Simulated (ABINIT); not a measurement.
# TiTe2: single point with PBE

TiTe2:

```
Te Ti
1.0
     3.77700    0.00000    0.00000
    -1.88850    3.27098    0.00000
     0.00000    0.00000    6.49800
Te Ti
2 1
Direct
  0.33333 0.66667 0.73720
  0.66667 0.33333 0.26280
  0.00000 0.00000 0.00000
```

```yaml
Program: ABINIT 10.8.3 (patched build)
Task: single point
Functional: PBE
Potentials_or_basis: PseudoDojo NC SR PBE v0.4.1 standard
Cutoff: 952 eV
k_mesh: 6 × 6 × 3
Occupations: fermi-dirac, width 0.05 eV
Spin: no spin polarisation
```

The largest force is 0.039 eV/Å and the band gap on the k mesh is none (metal or under the smearing width). The valence electrons inside the program's atomic spheres are Te 11.96; Ti 9.48.

Forces in eV/Å, atoms in the order of the input:
```
Te   0.000  0.000  0.039
Te   0.000  0.000 -0.039
Ti   0.000  0.000  0.000
```

Levels at points of the mesh, in eV from the Fermi level:
| k point | band 18 | band 19 | band 20 | band 21 | band 22 | band 23 | band 24 | band 25 | band 26 | band 27 |
| --- | --- | --- | --- | --- | --- | --- | --- | --- | --- | --- |
| (0.00, 0.00, 0.00) | -1.67 | -1.67 | 0.36 | 0.41 | 0.41 | 0.55 | 1.05 | 1.05 | 3.06 | 3.06 |
| (0.50, 0.00, 0.00) | -3.69 | -2.73 | -2.40 | -1.75 | -1.14 | 0.03 | 1.17 | 1.49 | 2.42 | 3.35 |

It took 94 s on 1 thread of Arm Neoverse V2 (shared host), peak memory 0.12 GiB.

 The run has no spin-orbit coupling, so splittings on Te are missing.
